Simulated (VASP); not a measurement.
# InPd (Pm-3m) in VASP: a series of runs

Aim: see how the results for InPd move with the level of theory and the settings. Levels: LDA, PW91+D4, HSE06, PBE. Tasks: single point, atomic charges, relaxation of cell and atoms.

Program: VASP 6.6.1. These are calculated values, not measurements. Logs are shortened: lines on timing, memory, paths and dates and some standing lists are left out, and cuts for length are marked.

## (1) Starting point

The structure is cubic, space group Pm-3m (No. 221). Conventional cell: a = 3.272 Å, b = 3.272 Å, c = 3.272 Å, α = 90.00°, β = 90.00°, γ = 90.00°. Around In (site symmetry m-3m) lie 8 Pd at 2.83 Å. Pd (site symmetry m-3m) is surrounded by 8 In at 2.83 Å.

The cell comes from a database or a generator and needn't be the stable form of this composition.

## (2) Single point, LDA

The input, INCAR:

```
PREC = Accurate
ENCUT = 500
EDIFF = 1E-6
ISMEAR = 0
SIGMA = 0.02
LREAL = F
LASPH = T
NELM = 80
ALGO = Normal
ISIF = 2
LWAVE = F
LCHARG = T
LELF = T
LVHAR = T
```

The input, KPOINTS:

```
regular mesh
0
Gamma
  8 8 8
```

The input, POSCAR:

```
InPd
3.2719
    0.999995348269      0.000000000000      0.000000000000
    0.000000000000      0.999995348269      0.000000000000
    0.000000000000      0.000000000000      0.999995348269
In Pd
1 1
Direct
    0.0000000000      0.0000000000      0.0000000000
    0.5000000000      0.5000000000      0.5000000000
```

Potentials or basis: VASP PAW LDA potentials, release 64 (In, Pd).

On the command line:

```
> cat potpaw_LDA.64/In/POTCAR potpaw_LDA.64/Pd/POTCAR > POTCAR
> mpirun -np 1 vasp_std > vasp.out
```

OUTCAR:

```text
PREC = Accurate
   ENCUT = 500
   EDIFF = 1E-6
   ISMEAR = 0
   LREAL = F
   LASPH = T
   NELM = 80
   ISIF = 2

 ion  position               nearest neighbor table
   1  0.000  0.000  0.000-   2 2.83   2 2.83   2 2.83   2 2.83   2 2.83   2 2.83   2 2.83   2 2.83

   2  0.500  0.500  0.500-   1 2.83   1 2.83   1 2.83   1 2.83   1 2.83   1 2.83   1 2.83   1 2.83

  LATTYP: Found a simple cubic cell.
 ALAT       =     3.2718847800

  Lattice vectors:

 A1 = (   3.2718847800,   0.0000000000,   0.0000000000)
 A2 = (   0.0000000000,   3.2718847800,   0.0000000000)
 A3 = (   0.0000000000,   0.0000000000,   3.2718847800)

Analysis of symmetry for initial positions (statically):
=====================================================================
 Subroutine PRICEL returns:
 Original cell was already a primitive cell.

 Routine SETGRP: Setting up the symmetry group for a
 simple cubic supercell.

 Subroutine GETGRP returns: Found 48 space group operations
 (whereof 48 operations were pure point group operations)
 out of a pool of 48 trial point group operations.

The static configuration has the point symmetry O_h .

Analysis of symmetry for dynamics (positions and initial velocities):
=====================================================================
 Subroutine PRICEL returns:
 Original cell was already a primitive cell.

 Routine SETGRP: Setting up the symmetry group for a
 simple cubic supercell.

 Subroutine GETGRP returns: Found 48 space group operations
 (whereof 48 operations were pure point group operations)
 out of a pool of 48 trial point group operations.

The dynamic configuration has the point symmetry O_h .

 Subroutine INISYM returns: Found 48 space group operations
 (whereof 48 operations are pure point group operations),
 and found     1 'primitive' translations

----------------------------------------------------------------------------------------

                                     Primitive cell

  volume of cell :      35.0263

  direct lattice vectors                    reciprocal lattice vectors
     3.271884780  0.000000000  0.000000000     0.305634234  0.000000000  0.000000000
     0.000000000  3.271884780  0.000000000     0.000000000  0.305634234  0.000000000
     0.000000000  0.000000000  3.271884780     0.000000000  0.000000000  0.305634234

  length of vectors
     3.271884780  3.271884780  3.271884780     0.305634234  0.305634234  0.305634234

  position of ions in fractional coordinates (direct lattice)
     0.000000000  0.000000000  0.000000000
     0.500000000  0.500000000  0.500000000

  ion indices of the primitive-cell ions
   primitive index   ion index
                 1           1
                 2           2

----------------------------------------------------------------------------------------

 KPOINTS: regular mesh

Automatic generation of k-mesh.
 Grid dimensions read from file:
 generate k-points for:    8    8    8

 Generating k-lattice:

  Cartesian coordinates                     Fractional coordinates (reciprocal lattice)
     0.038204279  0.000000000  0.000000000     0.125000000  0.000000000  0.000000000
     0.000000000  0.038204279  0.000000000     0.000000000  0.125000000  0.000000000
     0.000000000  0.000000000  0.038204279     0.000000000  0.000000000  0.125000000

  Length of vectors
     0.038204279  0.038204279  0.038204279

  Shift w.r.t. Gamma in fractional coordinates (k-lattice)
     0.000000000  0.000000000  0.000000000

 Subroutine IBZKPT returns following result:
 ===========================================

 Found     35 irreducible k-points:

 Following reciprocal coordinates:
            Coordinates               Weight
  0.000000  0.000000  0.000000      1.000000
  0.125000  0.000000  0.000000      6.000000
  0.250000  0.000000  0.000000      6.000000
  0.375000  0.000000  0.000000      6.000000
  0.500000  0.000000  0.000000      3.000000
  0.125000  0.125000  0.000000     12.000000
[... 16 lines left out ...]
  0.375000  0.375000  0.125000     24.000000
  0.500000  0.375000  0.125000     24.000000
 [... further k-points ...]
   k-points           NKPTS =     35   k-points in BZ     NKDIM =     35   number of bands    NBANDS=     10
   number of dos      NEDOS =    301   number of ions     NIONS =      2
   total plane-waves  NPLWV =  13824
   dimension x,y,z NGX =    24 NGY =   24 NGZ =   24
   dimension x,y,z NGXF=    48 NGYF=   48 NGZF=   48
   ions per type =               1   1
   NGX,Y,Z   is equivalent  to a cutoff of  12.19, 12.19, 12.19 a.u.
   NGXF,Y,Z  is equivalent  to a cutoff of  24.39, 24.39, 24.39 a.u.
 SYSTEM =  unknown system
   PREC   = accura    normal or accurate (medium, high low for compatibility)
   ISTART =      0    job   : 0-new  1-cont  2-samecut
   ICHARG =      2    charge: 1-file 2-atom 10-const
   ISPIN  =      1    spin polarized calculation?
   LNONCOLLINEAR =      F non collinear calculations
   LSORBIT =      F    spin-orbit coupling
   LASPH  =      T    aspherical Exc in radial PAW
   ENCUT  =  500.0 eV  36.75 Ry    6.06 a.u.   5.97  5.97  5.97*2*pi/ulx,y,z
   NELM   =     80;   NELMIN=  2; NELMDL= -5     # of ELM steps
   EDIFF  = 0.1E-05   stopping-criterion for ELM
   LREAL  =      F    real-space projection
   EDIFFG = 0.1E-04   stopping-criterion for IOM
   NSW    =      0    number of steps for IOM
   IBRION =     -1    ionic relax: 0-MD 1-quasi-New 2-CG
   NFREE  =      0    steps in history (QN), initial steepest desc. (CG)
   ISIF   =      2    stress and relaxation
   ISYM   =      2    0-nonsym 1-usesym 2-fastsym
   POTIM  = 0.5000    time-step for ionic-motion
   TEBEG  =    0.0;   TEEND  =   0.0 temperature during run
   PSTRESS=    0.0 pullay stress
   NELECT =      13.0000    total number of electrons
   NUPDOWN=      -1.0000    fix difference up-down
   EMIN   =  10.00;   EMAX   =-10.00  energy-range for DOS
   EFERMI =   0.00;   METHOD = LEGACY
   ISMEAR =     0;   SIGMA  =   0.02  broadening in eV -4-tet -1-fermi 0-gaus
   EFERMI_NEDOS =   21; number of points for ismear=-14 and -15
   IALGO  =     38    algorithm
   IMIX   =      4    mixing-type and parameters
     AMIX     =   0.40;   BMIX     =  1.00
     AMIX_MAG =   1.60;   BMIX_MAG =  1.00
  volume/ion in A,a.u.               =      17.51       118.18
  Fermi-wavevector in a.u.,A,eV,Ry     =   1.176498  2.223259 18.832478  1.384148
  Thomas-Fermi vector in A             =   2.312861
   LORBIT       =      0    0 simple, 1 ext, 2 COOP (PROOUT), +10 PAW based schemes
   GGA     = CA    functional components
   LHFCALC =     F    Hartree Fock is set to
   AEXX    =    0.0000 exact exchange contribution
   IVDW    =     0    specifies the selected vdW correction
   LEPSILON=     F    determine dielectric tensor
   LRPA    =     F    only Hartree local field effects (RPA)
 non-spin polarized calculation
 Gauss-broadening in eV      SIGMA  =   0.02
  energy-cutoff  :      500.00
  volume of cell :       35.03
 maximum number of plane-waves:       912
 NGX is ok and might be reduce to    24
   NGX = 11   NGY = 11   NGZ = 11

 number of electron      13.0000007 magnetization

 Free energy of the ion-electron system (eV)
  ---------------------------------------------------
  ext. energy  EPLUGINS =         0.00000000
  ---------------------------------------------------
  free energy    TOTEN  =       -10.82503871 eV

  energy without entropy =      -10.82410676  energy(sigma->0) =      -10.82457273

 E-fermi :   8.3615     XC(G=0): -12.0995

 val. band max:        8.3458945279   @ k =   0.3750   0.2500   0.1250
 cond. band min:       8.3741131357   @ k =   0.3750   0.3750   0.1250
 fundamental gap:      0.0282186078
 Fermi energy:         8.3615133776

 k-point     1 :       0.0000    0.0000    0.0000
  band No.  band energies     occupation
      1      -1.6214      2.00000
      2       4.6324      2.00000
      3       4.6324      2.00000
      4       6.2016      2.00000
      5       6.2016      2.00000
      6       6.2016      2.00000
      7      12.6294      0.00000
      8      12.6294      0.00000
      9      12.6294      0.00000
     10      17.7847      0.00000

 k-point     2 :       0.1250    0.0000    0.0000
  band No.  band energies     occupation
      1      -1.3734      2.00000
      2       4.6391      2.00000
      3       4.6686      2.00000
      4       6.0223      2.00000
      5       6.0223      2.00000
      6       6.1913      2.00000
      7      11.1479      0.00000
      8      13.1230      0.00000
      9      13.1230      0.00000
     10      18.1997      0.00000

 k-point     3 :       0.2500    0.0000    0.0000
  band No.  band energies     occupation
      1      -0.6394      2.00000
      2       4.5803      2.00000
      3       4.6553      2.00000
      4       5.6476      2.00000
      5       5.6476      2.00000
      6       6.1664      2.00000
      7       8.9189      0.00000
      8      14.4285      0.00000
      9      14.4285      0.00000
     10      18.3510      0.00000

 k-point     4 :       0.3750    0.0000    0.0000
  band No.  band energies     occupation
      1       0.5405      2.00000
      2       3.7443      2.00000
      3       4.6717      2.00000
      4       5.3301      2.00000
      5       5.3301      2.00000
      6       6.1415      2.00000
      7       7.6298      2.00000
      8      16.2446      0.00000
      9      16.2446      0.00000
     10      18.1997      0.00000
[... 222 lines left out ...]
 k-point    22 :       0.5000    0.2500    0.1250
  band No.  band energies     occupation
      1       2.0904      2.00000
      2       3.6673      2.00000
      3       4.8900      2.00000
      4       5.2029      2.00000
      5       5.9059      2.00000
      6       6.3054      2.00000
      7       7.4610      2.00000
      8      12.7198      0.00000
      9      14.1520      0.00000
     10      15.7463      0.00000

 k-point    23 :       0.3750    0.3750    0.1250
  band No.  band energies     occupation
      1       1.9931      2.00000
      2       4.3699      2.00000
      3       4.9957      2.00000
      4       5.3249      2.00000
      5       6.1169      2.00000
      6       6.1841      2.00000
      7       8.3741      0.37296
      8      10.3003      0.00000
      9      13.3004      0.00000
     10      15.6443      0.00000

 k-point    24 :       0.5000    0.3750    0.1250
  band No.  band energies     occupation
      1       2.2884      2.00000
      2       4.4837      2.00000
      3       4.9004      2.00000
      4       5.3256      2.00000
      5       6.2129      2.00000
      6       6.9008      2.00000
      7       7.4513      2.00000
      8      10.6914      0.00000
      9      11.9688      0.00000
     10      16.2257      0.00000

 [... further k-points ...]

------------------------ aborting loop because EDIFF is reached ----------------------------------------

  FORCE on cell =-STRESS in cart. coord.  units (eV):
  Direction    XX          YY          ZZ          XY          YZ          ZX
  --------------------------------------------------------------------------------------
  -------------------------------------------------------------------------------------
  Total       -1.5093076     -1.5093076     -1.5093076      0.0000000     -0.0000000     -0.0000000
  in kB      -69.0389776    -69.0389776    -69.0389776      0.0000000     -0.0000000     -0.0000000
  external PRESSURE =     -69.0389776 kB  Pullay stress =       0.0000000 kB

 VOLUME and BASIS-vectors are now :
 -----------------------------------------------------------------------------
  energy-cutoff  :      500.00
  volume of cell :       35.03
      direct lattice vectors                 reciprocal lattice vectors
     3.271884780  0.000000000  0.000000000     0.305634234  0.000000000  0.000000000
     0.000000000  3.271884780  0.000000000     0.000000000  0.305634234  0.000000000
     0.000000000  0.000000000  3.271884780     0.000000000  0.000000000  0.305634234

 POSITION                                       TOTAL-FORCE (eV/Angst)
 -----------------------------------------------------------------------------------
      0.00000      0.00000      0.00000         0.000000      0.000000      0.000000
      1.63594      1.63594      1.63594         0.000000      0.000000      0.000000
 -----------------------------------------------------------------------------------
    total drift:                                0.000000     -0.000000     -0.000000

  FREE ENERGIE OF THE ION-ELECTRON SYSTEM (eV)
  ---------------------------------------------------
  free  energy   TOTEN  =       -10.8250387082 eV

  energy  without entropy=      -10.8241067588  energy(sigma->0) =      -10.82457273
```

Wall time 5.9 s (1 thread of AMD EPYC 9R45 (Zen 5), shared host); peak memory 0.11 GiB.

What came out:

```yaml
Free_energy: -10.8250 eV
Pressure: -6.9 GPa
Band_gap_on_the_k_mesh: none (metal or under the smearing width)
```

Levels at points of the mesh, in eV from the Fermi level:
| k point | band 2 | band 3 | band 4 | band 5 | band 6 | band 7 | band 8 | band 9 | band 10 |
| --- | --- | --- | --- | --- | --- | --- | --- | --- | --- |
| (0.00, 0.00, 0.00) | -3.73 | -3.73 | -2.16 | -2.16 | -2.16 | 4.27 | 4.27 | 4.27 | 9.42 |
| (0.50, 0.00, 0.00) | -5.92 | -3.68 | -3.15 | -3.15 | -2.23 | -0.99 | 9.63 | 9.63 | 9.73 |
| (0.50, 0.50, 0.00) | -3.42 | -2.59 | -2.59 | -2.22 | -2.22 | -1.56 | 1.58 | 2.56 | 9.50 |
| (0.50, 0.50, 0.50) | -4.76 | -4.76 | -1.52 | -1.52 | -0.03 | 3.93 | 3.93 | 3.93 | 4.54 |

## (3) Single point, LDA

The input, run.py:

```python
from ase.calculators.vasp import Vasp
from ase.dft.bandgap import bandgap
from ase.io import read

atoms = read('InPd.xyz')
calc = Vasp(
    directory='calc',
    xc='lda',
    pp='LDA',
    setups='minimal',
    prec='Accurate',
    encut=500,
    ediff=1e-07,
    ismear=0,
    sigma=0.02,
    lreal=False,
    lasph=True,
    nelm=60,
    algo='Normal',
    isif=2,
    lwave=False,
    lcharg=False,
    kpts=[8, 8, 8],
    gamma=True,
)
atoms.calc = calc

print('energy (eV):', atoms.get_potential_energy())
print('free energy (eV):', atoms.get_potential_energy(force_consistent=True))
print('forces (eV/A):')
print(atoms.get_forces())
print('stress (eV/A^3, Voigt):', atoms.get_stress())
print('Fermi level (eV):', calc.get_fermi_level())
gap, top, bottom = bandgap(calc)
print('band gap (eV):', gap, 'from (spin, k, band)', top, 'to', bottom)
```

The input, InPd.xyz:

```xyz
2
Lattice="3.2718847800 0.0000000000 0.0000000000 0.0000000000 3.2718847800 0.0000000000 0.0000000000 0.0000000000 3.2718847800" Properties=species:S:1:pos:R:3 pbc="T T T"
In     0.0000000000      0.0000000000      0.0000000000
Pd     1.6359423900      1.6359423900      1.6359423900
```

Potentials or basis: VASP PAW LDA potentials, release 64 (In, Pd).

On the command line:

```
> python run.py
```

Log:

```text
energy (eV): -10.82457266
free energy (eV): -10.82503871
forces (eV/A):
[[0. 0. 0.]
 [0. 0. 0.]]
stress (eV/A^3, Voigt): [ 0.0431377  0.0431377  0.0431377 -0.        -0.         0.       ]
Fermi level (eV): 8.36156108
band gap (eV): 0.0 from (spin, k, band) (None, None, None) to (None, None, None)
```

OUTCAR:

```text
ENCUT = 500.000000
   EDIFF = 1.00e-07
   PREC = Accurate
   ISIF = 2
   ISMEAR = 0
   NELM = 60
   LASPH = .TRUE.
   LREAL = .FALSE.

 ion  position               nearest neighbor table
   1  0.000  0.000  0.000-   2 2.83   2 2.83   2 2.83   2 2.83   2 2.83   2 2.83   2 2.83   2 2.83

   2  0.500  0.500  0.500-   1 2.83   1 2.83   1 2.83   1 2.83   1 2.83   1 2.83   1 2.83   1 2.83

  LATTYP: Found a simple cubic cell.
 ALAT       =     3.2718847800

  Lattice vectors:

 A1 = (   3.2718847800,   0.0000000000,   0.0000000000)
 A2 = (   0.0000000000,   3.2718847800,   0.0000000000)
 A3 = (   0.0000000000,   0.0000000000,   3.2718847800)

Analysis of symmetry for initial positions (statically):
=====================================================================
 Subroutine PRICEL returns:
 Original cell was already a primitive cell.

 Routine SETGRP: Setting up the symmetry group for a
 simple cubic supercell.

 Subroutine GETGRP returns: Found 48 space group operations
 (whereof 48 operations were pure point group operations)
 out of a pool of 48 trial point group operations.

The static configuration has the point symmetry O_h .

[... 172 lines left out ...]
      2       4.6325      2.00000
      3       4.6325      2.00000
      4       6.2017      2.00000
      5       6.2017      2.00000
      6       6.2017      2.00000
      7      12.6294      0.00000
      8      12.6294      0.00000
      9      12.6294      0.00000
     10      17.7847      0.00000
[... 287 lines left out ...]
 k-point    24 :       0.5000    0.3750    0.1250
  band No.  band energies     occupation
      1       2.2884      2.00000
      2       4.4838      2.00000
      3       4.9004      2.00000
      4       5.3257      2.00000
      5       6.2130      2.00000
      6       6.9008      2.00000
      7       7.4513      2.00000
      8      10.6914      0.00000
      9      11.9688      0.00000
     10      16.2258      0.00000

 [... further k-points ...]

------------------------ aborting loop because EDIFF is reached ----------------------------------------

  FORCE on cell =-STRESS in cart. coord.  units (eV):
  Direction    XX          YY          ZZ          XY          YZ          ZX
  --------------------------------------------------------------------------------------
  -------------------------------------------------------------------------------------
  Total       -1.5109524     -1.5109524     -1.5109524     -0.0000000     -0.0000000      0.0000000
  in kB      -69.1142116    -69.1142116    -69.1142116     -0.0000000     -0.0000000      0.0000000
  external PRESSURE =     -69.1142116 kB  Pullay stress =       0.0000000 kB

 VOLUME and BASIS-vectors are now :
 -----------------------------------------------------------------------------
  energy-cutoff  :      500.00
  volume of cell :       35.03
      direct lattice vectors                 reciprocal lattice vectors
     3.271884780  0.000000000  0.000000000     0.305634234  0.000000000  0.000000000
     0.000000000  3.271884780  0.000000000     0.000000000  0.305634234  0.000000000
     0.000000000  0.000000000  3.271884780     0.000000000  0.000000000  0.305634234

 POSITION                                       TOTAL-FORCE (eV/Angst)
 -----------------------------------------------------------------------------------
      0.00000      0.00000      0.00000         0.000000      0.000000      0.000000
      1.63594      1.63594      1.63594         0.000000      0.000000      0.000000
 -----------------------------------------------------------------------------------
    total drift:                                0.000000     -0.000000     -0.000000

  FREE ENERGIE OF THE ION-ELECTRON SYSTEM (eV)
  ---------------------------------------------------
  free  energy   TOTEN  =       -10.8250387086 eV

  energy  without entropy=      -10.8241066051  energy(sigma->0) =      -10.82457266
```

INCAR:

```text
ENCUT = 500.000000
SIGMA = 0.020000
EDIFF = 1.00e-07
ALGO = Normal
PREC = Accurate
ISIF = 2
ISMEAR = 0
NELM = 60
LASPH = .TRUE.
LCHARG = .FALSE.
LWAVE = .FALSE.
LREAL = .FALSE.
```

Run time: 7.6 s. Hardware: 1 thread of AMD EPYC 9R45 (Zen 5), shared host; peak memory 0.11 GiB.

What came out:

| Item | Value |
| --- | --- |
| Free energy | -10.8250 eV |
| Pressure | -6.9 GPa |
| Band gap on the k mesh | none (metal or under the smearing width) |

[end of part 1 of 3]
